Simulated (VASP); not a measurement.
A run of VASP 6.6.1 is set up as follows.

Contents of INCAR:

```
PREC     = Accurate       # precision mode
ENCUT    = 600            # plane-wave cutoff, eV
EDIFF    = 1E-7           # SCF threshold, eV
ISMEAR   = 1              # smearing method
SIGMA    = 0.1            # smearing width, eV
LREAL    = F              # projectors in reciprocal space
LASPH    = T              # aspherical terms in the spheres
NELM     = 80             # most SCF steps
ALGO     = Normal         # electronic algorithm
ISIF     = 3              # what is computed and relaxed
LWAVE    = F              # write WAVECAR
LCHARG   = F              # write CHGCAR
GGA      = PE             # functional
IBRION   = 2              # ionic algorithm
NSW      = 90             # ionic steps
EDIFFG   = -0.005         # ionic threshold
KPAR     = 2
```

The input KPOINTS:

```
Automatic mesh
0
Gamma
  16 16 16
```

File POSCAR:

```
Ir                                      
1.0
   -0.0000000000      1.9369071725      1.9369071725
    1.9369071725      0.0000000000      1.9369071725
    1.9369071725      1.9369071725      0.0000000000
  Ir            
     1
Direct
     0.0000000000000000    0.0000000000000000    0.0000000000000000
```

Potentials or basis: VASP PAW PBE potentials, release 64 (Ir).

Run with:

```console
$ cat potpaw_PBE.64/Ir/POTCAR > POTCAR
$ mpirun -np 2 vasp_std > vasp.out
```

Q: Predict the band gap on the k mesh.

A: None (metal or under the smearing width).

Final structure:
```yaml
crystal:
  lattice:
    - [0.00000, 1.93691, 1.93691]
    - [1.93691, 0.00000, 1.93691]
    - [1.93691, 1.93691, 0.00000]
  atoms:
    - { symbol: Ir, position: [0.00000, 0.00000, 0.00000] }
```

Caveat: the relaxation stopped at its first step, so nothing moved. Spin-orbit coupling is left out, which matters for the levels of Ir.
